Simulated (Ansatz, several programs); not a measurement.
A 5-atom cell of PbTiO3 started from a crystallographic database, relaxed with r2SCAN in Ansatz (plane waves, PAW): the symmetry is Pm-3m (No. 221, cubic); conventional cell a = 3.935 Å, 12.19 Å³ an atom. Ti is surrounded by 6 O at 1.97 Å; Pb is surrounded by 12 O at 2.78 Å; O is surrounded by 2 Ti at 1.97 Å and 4 Pb at 2.78 Å. The cell was then scaled with its shape and fractional coordinates held. The values are computed, spin-unpolarised, and not measurements.

```tsv
V (Å³/atom)	E (meV/atom)
11.455	29.51
11.821	6.97
12.187	0.00
12.918	23.75
```

(1) Pass a cubic E = c₀ + c₁u + c₂u² + c₃u³, with u = V − 12.095 Å³, through these points.

(2) Where is the minimum, and what bulk modulus follows?

(3) Predict the energy and the pressure at the withheld volume, 12.552 Å³.

## Answers

(1) c₀ = 0.41, c₁ = -9.162, c₂ = 51.857, c₃ = -7.6141 (meV and Å³).

(2) dE/du = 0 at u = +0.090, so V₀ = 12.19 Å³. B = V₀ d²E/dV² = 12.19 × (2c₂ + 6c₃u) = 12.19 × 99.597 = 1214 meV/Å³, and 1 meV/Å³ is 0.16022 GPa: 194 GPa. A third-order Birch-Murnaghan fit to all five points gives 12.19 Å³ and 193 GPa.

(3) With u = +0.457: E ≈ 6.33 meV and P = −dE/dV ≈ -5.36 GPa. The run gives 6.25 meV and, from its stress, -5.34 GPa.
